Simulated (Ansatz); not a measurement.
Crystal: Si.

```xyz
2
Lattice="-2.3714 2.3714 1.3293 2.3714 -2.3714 1.3293 2.3714 2.3714 -1.3293" Properties=species:S:1:pos:R:3 pbc="T T T"
Si    0.0000    0.0000    1.3293
Si    2.3714    0.0000    0.6646
```

This isn't the form of Si at room conditions, which is diamond.

Program: Ansatz 0.2.0. Alike in all runs: task band structure; potentials or basis all-electron LAPW, scalar-relativistic; no spin polarisation; cell as given; k mesh 11 × 11 × 11; smearing fermi-dirac 0.05 eV; basis error allowed 0.001 eV/atom.

Task: Order these runs on this cell by their pressure, lowest first.
A. level PBEsol; cutoff (eV) 190
B. level LDA; cutoff (eV) 191
C. level PBE; cutoff (eV) 190

Result: B (-0.9 GPa), A (0.7 GPa), C (3.2 GPa).
